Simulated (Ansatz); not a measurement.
**InSe under changes of volume**

One of the cells (29.237 Å³/atom); the others are scaled copies at fixed shape and fractional positions:

```
In Se
1.0
     2.00000    1.15470    8.44000
    -2.00000    1.15470    8.44000
     0.00000   -2.30940    8.44000
In Se
2 2
Direct
  0.88860 0.88860 0.88860
  0.00000 0.00000 0.00000
  0.17190 0.17190 0.17190
  0.38350 0.38350 0.38350
```

- Program: Ansatz 0.2.0
- Functional: PBE
- Potentials or basis: Ansatz PAW
- Cutoff: 420 eV (not typed: the program's choice for these potentials)
- k mesh: 8 × 8 × 8
- Occupations: fermi-dirac, width 0.05 eV
- Spin: spin-orbit coupling, no magnetisation

```tsv
volume (Å³/atom)	energy over the lowest point (meV/atom)	pressure (GPa)	gap on the mesh (eV)	largest force (eV/Å)
27.483	?	?	?	?
28.068	40.79	5.2	0.53	0.588
28.652	24.20	3.9	0.47	0.455
29.237	12.18	2.7	0.42	0.369
29.822	4.25	1.7	0.37	0.288
30.406	0.00	0.7	0.32	0.212
```

Problem. What does the run at 27.483 Å³/atom give?

Solution. Energy over the lowest point 62.49 meV/atom; pressure 6.7 GPa; gap on the mesh 0.59 eV; largest force 0.775 eV/Å.

Worked out: A Birch-Murnaghan fit of order 3 (a polynomial in V^(-2/3)) to the other rows has its minimum at 30.89 Å³/atom, just outside them, with B0 = V·E''(V) = 43 GPa and B' = 4.9 at fixed shape and positions, which overstates the stiffness. It gives 62.55 meV/atom at 27.483 Å³/atom, against the run's 62.49, and -dE/dV = 6.7 GPa, against 6.7. A straight line through the other rows of the gap, of slope -2.6 eV per unit of ln V (its deformation potential), extrapolates to 0.58 eV, against the run's 0.59.

Energies are extrapolated to zero smearing.

A mesh can miss the band edges.
